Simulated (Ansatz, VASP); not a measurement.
## Two plane-wave programs on CuCl

```
Cu Cl
1.0
     1.87163    1.08059    3.04999
    -1.87163    1.08059    3.04999
     0.00000   -2.16118    3.04999
Cu Cl
1 1
Direct
  0.00879 0.00879 0.00879
  0.75821 0.75821 0.75821
```

The cell is a database's computed one.

Alike in both runs: task single point; functional PBEsol; k mesh 12 × 12 × 12; occupations gaussian, width 0.05 eV; no spin polarisation.

|  | VASP | Ansatz |
| --- | --- | --- |
| version | VASP 6.6.1 | Ansatz 0.2.0 |
| potentials or method | VASP PAW PBE potentials, release 64 (Cu, Cl) | scalar-relativistic, plane waves, PAW |
| plane-wave cutoff (eV) | 520 | 520 |
| valence electrons in the cell | 18 | 26 |

|  | VASP | Ansatz | Ansatz less VASP |
| --- | --- | --- | --- |
| gap on the k mesh at the Fermi level (eV) | 0.56 | 0.55 | -0.001 |
| least direct gap on the mesh (eV) | 0.56 | 0.55 | -0.001 |
| pressure (GPa) | 0.2 | 0.0 | -0.22 |

The two sets of potentials don't hold the same shells in valence.

Caveats: the PAW data sets were made with another functional, which shifts forces and pressure a little (VASP). A k mesh can miss the band edges.
